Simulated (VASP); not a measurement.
# InP (F-43m) in VASP: a series of runs

Runs on InP. Level: HSE06. Tasks: single point.

Everything below comes from runs of VASP 6.6.1. Logs are shortened: lines on timing, memory, paths and dates and some standing lists are left out, and cuts for length are marked.

## Step 1: The structure

It takes space group F-43m (No. 216, cubic). Conventional cell: a = 5.861 Å, b = 5.861 Å, c = 5.861 Å, α = 90.00°, β = 90.00°, γ = 90.00°. In (site symmetry -43m) is surrounded by 4 P at 2.54 Å. Around P (site symmetry -43m) lie 4 In at 2.54 Å.

## Step 2: Single point, HSE06

File POSCAR:

```
InP
1.0
    0.0000000000      2.9305000000      2.9305000000
    2.9305000000      0.0000000000      2.9305000000
    2.9305000000      2.9305000000      0.0000000000
In P
1 1
Direct
    0.0000000000      0.0000000000      0.0000000000
    0.7500000000      0.7500000000      0.7500000000
```

File INCAR.step1:

```
SYSTEM = InP
  ALGO = Normal
  EDIFF = 1E-5
  ENCUT = 250
  GGA = PE
  ISIF = 2
  ISMEAR = 0
  LASPH = .True.
  LCHARG = .False.
  LREAL = .False.
  LWAVE = .True.
  NBANDS = 17
  NELM = 100
  NKRED = 1
  PREC = Accurate
  SIGMA = 0.01
```

File INCAR.step2:

```
SYSTEM = InP
  ALGO = Normal
  EDIFF = 1E-6
  ENCUT = 250
  GGA = PE
  HFSCREEN = 0.2
  ISIF = 2
  ISMEAR = 0
  ISTART = 1
  LASPH = .True.
  LCHARG = .False.
  LHFCALC = .True.
  LREAL = .False.
  LWAVE = .False.
  NBANDS = 17
  NELM = 100
  NKRED = 1
  PREC = Accurate
  PRECFOCK = Fast
  SIGMA = 0.01
```

File KPOINTS:

```
k-points
0
Gamma
  2 2 2
  0 0 0
```

Potentials or basis: VASP PAW PBE potentials, release 64 (In_d, P).

On the command line:

```bash
> cat potpaw_PBE.64/In_d/POTCAR potpaw_PBE.64/P/POTCAR > POTCAR
> cp INCAR.step1 INCAR
> mpirun -np 1 vasp_std > vasp.out
> cp INCAR.step2 INCAR
> mpirun -np 1 vasp_std > vasp.out
```

OUTCAR:

```text
SYSTEM = InP
   EDIFF = 1E-6
   ENCUT = 250
   GGA = PE
   HFSCREEN = 0.2
   ISIF = 2
   ISMEAR = 0
   ISTART = 1
   LASPH = .True.
   LHFCALC = .True.
   LREAL = .False.
   NELM = 100
   NKRED = 1
   PREC = Accurate
   PRECFOCK = Fast

 Found      3 irreducible k-points:

 Following reciprocal coordinates:
            Coordinates               Weight
  0.000000  0.000000  0.000000      1.000000
  0.500000  0.000000  0.000000      4.000000
  0.500000  0.500000  0.000000      3.000000
   k-points           NKPTS =      3   k-points in BZ     NKDIM =      8   number of bands    NBANDS=     17
   number of dos      NEDOS =    301   number of ions     NIONS =      2
   total plane-waves  NPLWV =  13824
   dimension x,y,z NGX =    24 NGY =   24 NGZ =   24
   dimension x,y,z NGXF=    48 NGYF=   48 NGZF=   48
   ions per type =               1   1
   NGX,Y,Z   is equivalent  to a cutoff of   9.63,  9.63,  9.63 a.u.
   NGXF,Y,Z  is equivalent  to a cutoff of  19.25, 19.25, 19.25 a.u.
 SYSTEM =  InP
   PREC   = accura    normal or accurate (medium, high low for compatibility)
   ISTART =      1    job   : 0-new  1-cont  2-samecut
   ICHARG =      0    charge: 1-file 2-atom 10-const
   ISPIN  =      1    spin polarized calculation?
   LNONCOLLINEAR =      F non collinear calculations
   LSORBIT =      F    spin-orbit coupling
   LASPH  =      T    aspherical Exc in radial PAW
   ENCUT  =  250.0 eV  18.37 Ry    4.29 a.u.   5.34  5.34  5.34*2*pi/ulx,y,z
   NELM   =    100;   NELMIN=  2; NELMDL=  0     # of ELM steps
   EDIFF  = 0.1E-05   stopping-criterion for ELM
   LREAL  =      F    real-space projection
   EDIFFG = 0.1E-04   stopping-criterion for IOM
   NSW    =      0    number of steps for IOM
   IBRION =     -1    ionic relax: 0-MD 1-quasi-New 2-CG
   NFREE  =      0    steps in history (QN), initial steepest desc. (CG)
   ISIF   =      2    stress and relaxation
   ISYM   =      3    0-nonsym 1-usesym 2-fastsym
   POTIM  = 0.5000    time-step for ionic-motion
   TEBEG  =    0.0;   TEEND  =   0.0 temperature during run
   PSTRESS=    0.0 pullay stress
   NELECT =      18.0000    total number of electrons
   NUPDOWN=      -1.0000    fix difference up-down
   EMIN   =  10.00;   EMAX   =-10.00  energy-range for DOS
   EFERMI =   0.00;   METHOD = LEGACY
   ISMEAR =     0;   SIGMA  =   0.01  broadening in eV -4-tet -1-fermi 0-gaus
   EFERMI_NEDOS =   21; number of points for ismear=-14 and -15
   IALGO  =     38    algorithm
   IMIX   =      1    mixing-type and parameters
     AMIX     =   0.40;   BMIX     =  1.00
     AMIX_MAG =   1.60;   BMIX_MAG =  1.00
  volume/ion in A,a.u.               =      25.17       169.83
  Fermi-wavevector in a.u.,A,eV,Ry     =   1.162021  2.195901 18.371846  1.350293
  Thomas-Fermi vector in A             =   2.298587
   LORBIT       =      0    0 simple, 1 ext, 2 COOP (PROOUT), +10 PAW based schemes
   GGA     = PE    functional components
   LHFCALC =     T    Hartree Fock is set to
   PRECFOCK=fast      Normal, Fast or Accurate (Low or Medium for compatibility)
   ENCUT4O =  -1.0   cutoff for four orbital integrals eV
   NKREDX  =     1    reduce k-point grid by
   NKREDY  =     1    reduce k-point grid by
   NKREDZ  =     1    reduce k-point grid by
   AEXX    =    0.2500 exact exchange contribution
   HFSCREEN=    0.2000 screening length (either q_TF or 0.3 A-1)
   HFSCREENC=   0.2000 screening length for correlation (either q_TF or 0.3 A-1)
   ENCUTFOCK=  -1.0 apply spherical cutoff to Coloumb kernel
   IVDW    =     0    specifies the selected vdW correction
   LEPSILON=     F    determine dielectric tensor
   LRPA    =     F    only Hartree local field effects (RPA)
 non-spin polarized calculation
 Gauss-broadening in eV      SIGMA  =   0.01
  energy-cutoff  :      250.00
  volume of cell :       50.33
 maximum number of plane-waves:       464
 NGX is ok and might be reduce to    24
  NGX = 12; NGY = 12; NGZ = 12

 number of electron      18.0000024 magnetization

 Free energy of the ion-electron system (eV)
  ---------------------------------------------------
  ext. energy  EPLUGINS =         0.00000000
  ---------------------------------------------------
  free energy    TOTEN  =        -8.39232095 eV

  energy without entropy =       -8.39232095  energy(sigma->0) =       -8.39232095

 E-fermi :   5.0404     XC(G=0):  -7.5668

 val. band max:        4.9162379457   @ k =   0.0000   0.0000   0.0000
 cond. band min:       6.7427925287   @ k =   0.0000   0.0000   0.0000
 fundamental gap:      1.8265545830
 Fermi energy:         5.0404049137

 k-point     1 :       0.0000    0.0000    0.0000
  band No.  band energies     occupation
      1     -11.1383      2.00000
      2     -11.1383      2.00000
      3     -11.1382      2.00000
      4     -10.9848      2.00000
      5     -10.9848      2.00000
      6      -7.6378      2.00000
[... 9 lines left out ...]
     16      15.4892      0.00000
     17      17.1030      0.00000

 k-point     2 :       0.5000    0.0000    0.0000
  band No.  band energies     occupation
      1     -11.2339      2.00000
      2     -11.0988      2.00000
      3     -11.0985      2.00000
      4     -10.9707      2.00000
      5     -10.9704      2.00000
      6      -5.7448      2.00000
[... 9 lines left out ...]
     16      16.8363      0.00000
     17      18.6871      0.00000

 k-point     3 :       0.5000    0.5000    0.0000
  band No.  band energies     occupation
      1     -11.3001      2.00000
      2     -11.0323      2.00000
      3     -11.0322      2.00000
      4     -11.0319      2.00000
      5     -10.9496      2.00000
      6      -4.9953      2.00000
[... 9 lines left out ...]
     16      18.0689      0.00000
     17      18.0689      0.00000

------------------------ aborting loop because EDIFF is reached ----------------------------------------

  FORCE on cell =-STRESS in cart. coord.  units (eV):
  Direction    XX          YY          ZZ          XY          YZ          ZX
  --------------------------------------------------------------------------------------
  -------------------------------------------------------------------------------------
  Total        1.4917200      1.4917200      1.4917200      0.0000000      0.0000000      0.0000000
  in kB       47.4834991     47.4834991     47.4834991      0.0000000      0.0000000      0.0000000
  external PRESSURE =      47.4834991 kB  Pullay stress =       0.0000000 kB

 VOLUME and BASIS-vectors are now :
 -----------------------------------------------------------------------------
  energy-cutoff  :      250.00
  volume of cell :       50.33
      direct lattice vectors                 reciprocal lattice vectors
     0.000000000  2.930500000  2.930500000    -0.170619348  0.170619348  0.170619348
     2.930500000  0.000000000  2.930500000     0.170619348 -0.170619348  0.170619348
     2.930500000  2.930500000  0.000000000     0.170619348  0.170619348 -0.170619348

 POSITION                                       TOTAL-FORCE (eV/Angst)
 -----------------------------------------------------------------------------------
      0.00000      0.00000      0.00000         0.000000      0.000000      0.000000
      4.39575      4.39575      4.39575        -0.000000     -0.000000     -0.000000
 -----------------------------------------------------------------------------------
    total drift:                               -0.000342     -0.000258     -0.000239

  FREE ENERGIE OF THE ION-ELECTRON SYSTEM (eV)
  ---------------------------------------------------
  free  energy   TOTEN  =        -8.3923209495 eV

  energy  without entropy=       -8.3923209495  energy(sigma->0) =       -8.39232095
```

Run time: 20 s. Hardware: 1 thread of Intel Xeon Platinum 8488C (Sapphire Rapids), shared host; peak memory 0.23 GiB.

The run converged, but a check on its numbers failed (symmetry, net force, bounds or a known fault of this set-up), so they aren't taken as properties of the crystal.

Caveat: the k mesh is coarse (spacing up to 0.93 Å⁻¹), so the values aren't converged, least of all with exact exchange; the cutoff lies under the usual one of these potentials, so the numbers hold a large basis-set error; the PAW data sets were made with another functional, which shifts forces and pressure a little; spin-orbit coupling is left out, which moves the levels of the heavy elements.

## Step 3: Single point, HSE06

POSCAR is that of step 2.

INCAR.step1: that of step 2 with these lines changed.

```diff
@@ -3,3 +3,3 @@
   EDIFF = 1E-5
-  ENCUT = 250
+  ENCUT = 300
   GGA = PE
```

INCAR.step2: that of step 2 with these lines changed.

```diff
@@ -3,3 +3,3 @@
   EDIFF = 1E-6
-  ENCUT = 250
+  ENCUT = 300
   GGA = PE
```

KPOINTS is that of step 2.

Potentials or basis: VASP PAW PBE potentials, release 64 (In_d, P).

On the command line:

```bash
> cat potpaw_PBE.64/In_d/POTCAR potpaw_PBE.64/P/POTCAR > POTCAR
> cp INCAR.step1 INCAR
> mpirun -np 1 vasp_std > vasp.out
> cp INCAR.step2 INCAR
> mpirun -np 1 vasp_std > vasp.out
```

Wall time 19 s (1 thread of Intel Xeon Platinum 8488C (Sapphire Rapids), shared host); peak memory 0.23 GiB.

These settings aren't checked as converged: the numbers below hold their error.

What came out:

- Free energy: -8.4022 eV
- Pressure: 4.7 GPa
- Band gap on the k mesh: 1.83 eV, direct

Caveat: the k mesh is coarse (spacing up to 0.93 Å⁻¹), so the values aren't converged, least of all with exact exchange; the cutoff is under 1.25 times the usual one of these potentials, so pressure, stress and relaxed cells hold a basis-set (Pulay) error; the PAW data sets were made with another functional, which shifts forces and pressure a little; spin-orbit coupling is left out, which moves the levels of the heavy elements.

## Step 4: Single point, HSE06

POSCAR is that of step 3.

INCAR.step1: that of step 3 with these lines changed.

```diff
@@ -3,3 +3,3 @@
   EDIFF = 1E-5
-  ENCUT = 300
+  ENCUT = 400
   GGA = PE
```

INCAR.step2: that of step 3 with these lines changed.

```diff
@@ -3,3 +3,3 @@
   EDIFF = 1E-6
-  ENCUT = 300
+  ENCUT = 400
   GGA = PE
```

KPOINTS is that of step 3.

On the command line:

```bash
> cat potpaw_PBE.64/In_d/POTCAR potpaw_PBE.64/P/POTCAR > POTCAR
> cp INCAR.step1 INCAR
> mpirun -np 1 vasp_std > vasp.out
> cp INCAR.step2 INCAR
> mpirun -np 1 vasp_std > vasp.out
```

Run time: 24 s. Hardware: 1 thread of Intel Xeon Platinum 8488C (Sapphire Rapids), shared host; peak memory 0.24 GiB.

These settings aren't checked as converged: the numbers below hold their error.

Results:

```yaml
Free_energy: -8.4101 eV
Pressure: 5.0 GPa
Band_gap_on_the_k_mesh: 1.83 eV, direct
```

Caveat: the k mesh is coarse (spacing up to 0.93 Å⁻¹), so the values aren't converged, least of all with exact exchange; the PAW data sets were made with another functional, which shifts forces and pressure a little; spin-orbit coupling is left out, which moves the levels of the heavy elements.
